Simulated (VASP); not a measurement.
# ZnSe in VASP: one cell, several levels of theory, part 1 of 2

What does VASP give for ZnSe in the zincblende structure, under +4.0 % biaxial strain in x and y, free along z, the cell held fixed? Runs: PBE, r2SCAN. The results are then set beside those of Ansatz 0.2.0 for the same cell.

Code: VASP 6.6.1. PAW datasets, plane waves. Calculated at 0 K for a non-magnetic cell.

**1. The cell**

The cell comes from an earlier relaxation with r2SCAN in another program, then strained, with the atoms relaxed again.

The symmetry is I-4m2 (No. 119, tetragonal); conventional cell a = 4.166 Å, c = 5.387 Å, 23.37 Å³ an atom. Zn has 4 Se at 2.48 Å; Se has 4 Zn at 2.48 Å.

As a file:

Space group I-4m2 (No. 119). a = 4.166 Å, b = 4.166 Å, c = 5.387 Å, α = 90.00°, β = 90.00°, γ = 90.00°
| atom | site | symmetry | x | y | z |
| --- | --- | --- | --- | --- | --- |
| Zn | 2a | -4m2 | 0.0000 | 0.0000 | 0.0000 |
| Se | 2c | -4m2 | 0.0000 | 0.5000 | 0.2500 |

**2. PBE**

Contents of INCAR:

```
ENCUT = 520.000000
SIGMA = 0.020000
EDIFF = 1.00e-07
GGA = PE
PREC = Accurate
IBRION = -1
ISIF = 2
ISMEAR = -1
NBANDS = 16
NELM = 120
NSW = 0
LASPH = .TRUE.
LCHARG = .TRUE.
LELF = .TRUE.
LWAVE = .FALSE.
LREAL = .FALSE.
```

Contents of KPOINTS:

```
KPOINTS created by Atomic Simulation Environment
0
Gamma
8 8 8
0 0 0
```

Contents of KPOINTS_OPT:

```
special points
6
Reciprocal
0.0000000000 0.0000000000 0.0000000000 1
-0.5000000000 -0.5000000000 0.0000000000 1
-0.3750000000 -0.3750000000 0.2500000000 1
-0.3750000000 0.0000000000 0.3750000000 1
0.0000000000 0.0000000000 0.5000000000 1
-0.5000000000 -0.2500000000 0.2500000000 1
```

Contents of POSCAR:

```
Zn Se
 1.0000000000000000
     0.0000000000000000    2.9457175117999999    2.6936900735000000
     2.9457175117999999    0.0000000000000000    2.6936900735000000
     2.9457175117999999    2.9457175117999999    0.0000000000000000
 Zn  Se
   1   1
Cartesian
  0.0000000000000000  0.0000000000000000  0.0000000000000000
  1.4728587558999999  1.4728587558999999  1.3468450367500002
```

The run uses the recommended PBE PAW datasets (18 valence electrons a neutral cell).

Command:

```console
$ mpirun -np 1 vasp_std
```

Printed to the terminal (iteration lines stand in OSZICAR):

```text
POSCAR found type information on POSCAR ZnSe
 POSCAR found :  2 types and       2 ions
 LDA part: xc-table for (Slater+PW92), standard interpolation
 POSCAR, INCAR and KPOINTS ok, starting setup
 FFT: planning ... GRIDC
 FFT: planning ... GRID_SOFT
 FFT: planning ... GRID
 WAVECAR not read
 entering main loop
 Start KPOINTS_OPT (optional k-point list driver)
k-point batch [1-6\6]
```

OSZICAR:

```text
N       E                     dE             d eps       ncg     rms          rms(c)
DAV:   1     0.849719889276E+02    0.84972E+02   -0.86511E+03  1888   0.127E+03
DAV:   2    -0.860474055210E+00   -0.85832E+02   -0.80411E+02  2152   0.248E+02
DAV:   3    -0.625778640397E+01   -0.53973E+01   -0.53766E+01  2280   0.606E+01
DAV:   4    -0.630145344718E+01   -0.43667E-01   -0.43663E-01  2328   0.583E+00
DAV:   5    -0.630166333735E+01   -0.20989E-03   -0.20989E-03  2392   0.365E-01    0.450E+00
DAV:   6    -0.602644465638E+01    0.27522E+00   -0.53742E-01  2712   0.234E+01    0.346E+00
DAV:   7    -0.600761878190E+01    0.18826E-01   -0.15205E-01  2184   0.344E+00    0.148E+00
DAV:   8    -0.600738398817E+01    0.23479E-03   -0.43286E-03  2544   0.632E-01    0.441E-01
DAV:   9    -0.600762090578E+01   -0.23692E-03   -0.10866E-03  2264   0.251E-01    0.678E-02
DAV:  10    -0.600771624784E+01   -0.95342E-04   -0.15376E-04  2432   0.980E-02    0.179E-02
DAV:  11    -0.600771826881E+01   -0.20210E-05   -0.27257E-05  2144   0.404E-02    0.480E-03
DAV:  12    -0.600771933166E+01   -0.10628E-05   -0.33759E-06  2472   0.118E-02    0.319E-03
DAV:  13    -0.600771940934E+01   -0.77682E-07   -0.58703E-07  2264   0.602E-03
   1 F= -.60077194E+01 E0= -.60077194E+01  d E =-.177931E-10
       N       E                     dE             ncg
DAV:   1     0.149240433977E+04   -0.30644E+04      192
DAV:   2     0.968324141456E+03   -0.52408E+03      224
DAV:   3     0.937802457066E+03   -0.30522E+02      232
DAV:   4     0.937593980975E+03   -0.20848E+00      248
DAV:   5     0.937593041518E+03   -0.93946E-03      240
DAV:   6     0.937593033754E+03   -0.77643E-05      248
DAV:   7     0.937593033668E+03   -0.85427E-07      240
```

The lines after F= are the extra pass for the points of KPOINTS_OPT, at fixed density; their E is not a total energy.

Parts of OUTCAR:

```text
k-points           NKPTS =     59   k-points in BZ     NKDIM =     59   number of bands    NBANDS=     16

   NELECT =      18.0000    total number of electrons

   dimension x,y,z NGX =    30 NGY =   30 NGZ =   32
   dimension x,y,z NGXF=    60 NGYF=   60 NGZF=   64

  energy-cutoff  :      520.00
  volume of cell :       46.75
      direct lattice vectors                 reciprocal lattice vectors
     0.000000000  2.945717512  2.693690074    -0.169737932  0.169737932  0.185618979
     2.945717512  0.000000000  2.693690074     0.169737932 -0.169737932  0.185618979
     2.945717512  2.945717512  0.000000000     0.169737932  0.169737932 -0.185618979

 k-points in reciprocal lattice and weights: KPOINTS created by Atomic Simulation Env
   0.00000000  0.00000000  0.00000000       0.002
   0.12500000 -0.00000000  0.00000000       0.016
   0.25000000 -0.00000000  0.00000000       0.016
   0.37500000 -0.00000000  0.00000000       0.016
   0.50000000 -0.00000000  0.00000000       0.008
   0.12500000  0.12500000  0.00000000       0.004
   0.25000000  0.12500000  0.00000000       0.016
   0.37500000  0.12500000  0.00000000       0.016
[... 51 more k-points ...]

 E-fermi :   1.9216

 k-point     1 :       0.0000    0.0000    0.0000
  band No.  band energies     occupation
      1     -11.6902      2.00000
      2      -5.0703      2.00000
      3      -5.0703      2.00000
      4      -5.0361      2.00000
      5      -4.7279      2.00000
      6      -4.7168      2.00000
      7       1.2891      2.00000
      8       1.2891      2.00000
      9       1.5566      2.00000
     10       2.5357      0.00000
     11       7.2162      0.00000
     12       7.2598      0.00000
     13       7.2598      0.00000
     14      11.2132      0.00000
     15      12.0336      0.00000
     16      13.2537      0.00000

 k-point     2 :       0.1250   -0.0000    0.0000
  band No.  band energies     occupation
      1     -11.5941      2.00000
      2      -5.0607      2.00000
      3      -5.0571      2.00000
      4      -5.0228      2.00000
      5      -4.7272      2.00000
      6      -4.7194      2.00000
      7       0.0698      2.00000
      8       1.1210      2.00000
      9       1.3550      2.00000
     10       3.5430      0.00000
     11       7.0500      0.00000
     12       7.4676      0.00000
     13       7.5784      0.00000
     14      11.5032      0.00000
     15      11.8988      0.00000
     16      12.4635      0.00000

 k-point     3 :       0.2500   -0.0000    0.0000
  band No.  band energies     occupation
      1     -11.3454      2.00000
      2      -5.0293      2.00000
      3      -5.0158      2.00000
      4      -4.9783      2.00000
      5      -4.7219      2.00000
      6      -4.7196      2.00000
      7      -1.5928      2.00000
      8       0.7619      2.00000
      9       1.0979      2.00000
     10       4.0348      0.00000
     11       7.5617      0.00000
     12       7.6709      0.00000
     13       8.3056      0.00000
     14      11.5443      0.00000
     15      11.6455      0.00000
     16      12.6737      0.00000

 k-point     4 :       0.3750   -0.0000    0.0000
  band No.  band energies     occupation
      1     -11.0674      2.00000
      2      -5.0089      2.00000
      3      -4.9697      2.00000
      4      -4.8186      2.00000
      5      -4.7126      2.00000
      6      -4.7021      2.00000
      7      -2.9696      2.00000
      8       0.4486      2.00000
      9       0.8751      2.00000
     10       3.8971      0.00000
     11       7.5479      0.00000
     12       8.1423      0.00000
     13       9.4016      0.00000
     14      11.6336      0.00000
     15      12.9886      0.00000
     16      13.0708      0.00000

 k-point     5 :       0.5000   -0.0000    0.0000
  band No.  band energies     occupation
      1     -10.9416      2.00000
      2      -5.0030      2.00000
      3      -4.9576      2.00000
      4      -4.7250      2.00000
      5      -4.6915      2.00000
      6      -4.5760      2.00000
      7      -3.6452      2.00000
      8       0.3285      2.00000
      9       0.7898      2.00000
     10       3.8006      0.00000
     11       7.4506      0.00000
     12       8.2243      0.00000
     13       9.9309      0.00000
     14      12.1289      0.00000
     15      13.8771      0.00000
     16      14.8024      0.00000

 k-point     6 :       0.1250    0.1250    0.0000
  band No.  band energies     occupation
      1     -11.5491      2.00000
      2      -5.0458      2.00000
      3      -5.0447      2.00000
      4      -5.0447      2.00000
      5      -4.7244      2.00000
      6      -4.7189      2.00000
      7       0.1891      2.00000
      8       0.8554      2.00000
      9       0.8554      2.00000
     10       4.0492      0.00000
     11       6.3465      0.00000
     12       7.8519      0.00000
     13       7.8519      0.00000
     14      11.6380      0.00000
     15      12.2881      0.00000
     16      12.8991      0.00000

 k-point     7 :       0.2500    0.1250    0.0000
  band No.  band energies     occupation
      1     -11.3411      2.00000
      2      -5.0378      2.00000
      3      -5.0135      2.00000
      4      -4.9989      2.00000
      5      -4.7271      2.00000
      6      -4.7085      2.00000
      7      -1.1414      2.00000
      8       0.4526      2.00000
      9       0.6807      2.00000
     10       4.6859      0.00000
     11       6.1829      0.00000
     12       8.2903      0.00000
     13       8.4891      0.00000
     14      10.9908      0.00000
     15      12.5184      0.00000
     16      13.4220      0.00000

 k-point     8 :       0.3750    0.1250    0.0000
  band No.  band energies     occupation
      1     -11.0685      2.00000
      2      -4.9880      2.00000
      3      -4.9878      2.00000
      4      -4.8998      2.00000
      5      -4.7010      2.00000
      6      -4.6944      2.00000
      7      -2.5357      2.00000
      8       0.1559      2.00000
      9       0.3973      2.00000
     10       4.6044      0.00000
     11       7.0836      0.00000
     12       8.2364      0.00000
     13       8.6439      0.00000
     14      11.7529      0.00000
     15      13.2938      0.00000
     16      13.7290      0.00000

[... the tables of k-points 9 to 59 left out ...]

  Total       -0.1033084     -0.1033084      0.6486785      0.0000000      0.0000000      0.0000000
  in kB       -3.5406783     -3.5406783     22.2320894      0.0000000      0.0000000      0.0000000
  external PRESSURE =       5.0502443 kB  Pullay stress =       0.0000000 kB

 POSITION                                       TOTAL-FORCE (eV/Angst)
 -----------------------------------------------------------------------------------
      0.00000      0.00000      0.00000        -0.000000     -0.000000     -0.000000
      1.47286      1.47286      1.34685         0.000000      0.000000      0.000000
 -----------------------------------------------------------------------------------
    total drift:                                0.000005      0.000005      0.000010

  FREE ENERGIE OF THE ION-ELECTRON SYSTEM (eV)
  ---------------------------------------------------
  free  energy   TOTEN  =        -6.0077194093 eV

  energy  without entropy=       -6.0077194093  energy(sigma->0) =       -6.00771941
```

Hardware: 1 MPI rank of Intel Xeon Platinum 8488C, shared host.

The levels at the points of KPOINTS_OPT are read from vasprun.xml.

Levels at the named points, in eV from the top of band v (v: the last filled band by count, c: the next):

| point | v−1 | v | c | c+1 |
| --- | --- | --- | --- | --- |
| Γ | -0.27 | 0.00 | 0.98 | 5.66 |
| X | -2.55 | -2.55 | 2.66 | 2.74 |
| U | -3.07 | -2.17 | 3.05 | 4.89 |
| K | -3.12 | -1.71 | 3.64 | 5.59 |
| L | -1.23 | -0.77 | 2.24 | 5.89 |
| W | -2.80 | -2.66 | 4.96 | 5.08 |

The PBE gap is 0.98 eV, direct at Γ. Pressure: 0.51 GPa; the forces vanish within 0.01 eV/Å.

The maps below are laid out on this run's own conventional cell (a, b, c = 4.166, 4.166, 5.387 Å).

Density in a lattice plane of the grid's cell (edges 4.17 and 5.39 Å, at 0.000 of the third edge), which holds Zn and Se.

Values in e/Å³, 12 rows by 10 columns:
```
 7.84  3.25  0.47  0.42  0.58  0.64  0.58  0.42  0.47  3.25
 0.50  0.35  0.37  0.70  0.84  0.58  0.84  0.70  0.37  0.35
 0.10  0.14  0.31  0.74  0.53 -0.25  0.53  0.74  0.31  0.14
 0.04  0.07  0.19  0.55  0.78  0.58  0.78  0.55  0.19  0.07
 0.02  0.03  0.09  0.25  0.51  0.64  0.51  0.25  0.09  0.03
 0.01  0.02  0.04  0.08  0.15  0.19  0.15  0.08  0.04  0.02
 0.02  0.02  0.02  0.03  0.05  0.05  0.05  0.03  0.02  0.02
 0.04  0.04  0.03  0.02  0.02  0.02  0.02  0.02  0.03  0.04
 0.10  0.08  0.05  0.03  0.02  0.01  0.02  0.03  0.05  0.08
 0.50  0.30  0.13  0.05  0.03  0.02  0.03  0.05  0.13  0.30
 7.83  3.28  0.35  0.11  0.06  0.05  0.06  0.11  0.35  3.28
19.69  8.85  0.74  0.22  0.19  0.19  0.19  0.22  0.74  8.85
```
Columns run along the first of these edges and rows up along the second, over one cell in 10 and 12 even steps from the bottom left corner. Atoms in the plane (fractional): Zn at (0.00, 0.00), Se at (0.50, 0.75).

ELF in the same plane.

Ten even steps from '0' (0.01) to '9' (0.88):
```
000124789998742100
001237999999973210
122369999899996322
122589997679998522
123689985458998632
113589987678998531
002478999899987420
001357899999875310
000135788988753100
000012467776421000
000000133433100000
000000001110000000
000000000000000000
100000000000000000
111100000000000111
111110000000001111
122211000000011222
001221111111112210
000122234443222100
000122467776422100
```
Columns run along the first of these edges and rows up along the second, over one cell in 18 and 20 even steps from the bottom left corner. Atoms in the plane (fractional): Zn at (0.00, 0.00), Se at (0.50, 0.75).

Both are smooth fields of the valence electrons: close to the nuclei they are not physical.

Maxima of ELF outside the ion cores: 0.89 in the shell around Se, 0.8 Å from Se.

(Continued in part 2 of 2.)
